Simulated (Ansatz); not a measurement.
All numbers below come from Ansatz, DFT PBE, scalar-relativistic, plane waves, PAW. Settings: cutoff 420 eV, Γ-centred meshes spaced at most about 0.3 Å⁻¹ (2π included), Gaussian smearing. No spin polarisation in the final relaxations.

All energies are static (0 K, no zero-point motion). All come from trial cells, and lower structures may exist.

Question: Order these relaxed structures of Al3GaN4 by energy, lowest first, with the energy over the lowest of them.
A.

```
Al Ga N
1.0
    -2.21962    2.21962    4.43738
     2.21962   -2.21962    4.43738
     2.21962    2.21962   -4.43738
Al Ga N
3 1 4
Direct
  0.75000 0.25000 0.50000
  0.25000 0.75000 0.50000
  0.50000 0.50000 0.00000
  0.00000 0.00000 0.00000
  0.61508 0.12893 0.00000
  0.12893 0.61508 0.00000
  0.87107 0.87107 0.48615
  0.38492 0.38492 0.51385
```

B.

```
Al Ga N
1.0
     2.91428    0.00000    0.00000
     0.00000    2.91428    0.00000
     0.00000    0.00000    8.26076
Al Ga N
3 1 4
Direct
  0.00000 0.00000 0.25416
  0.50000 0.50000 0.50000
  0.00000 0.00000 0.74584
  0.50000 0.50000 0.00000
  0.00000 0.00000 0.00000
  0.50000 0.50000 0.25610
  0.00000 0.00000 0.50000
  0.50000 0.50000 0.74390
```

Answer: A (0 meV/atom), B (253 meV/atom). Forms: A Al and Ga ordered on zinc blende sites, I-42m; B Al and Ga ordered on rock salt sites, P4/mmm. Counting N atoms around Al and Ga (those within 1.25 times the shortest such distance or 1.15 times the sum of covalent radii): A has Al 4, Ga 4; B has Al 6, Ga 6.

Cells relaxed within their symmetry can be saddle points. Some candidate types were left out of the draw beforehand, so a known form may be missing.
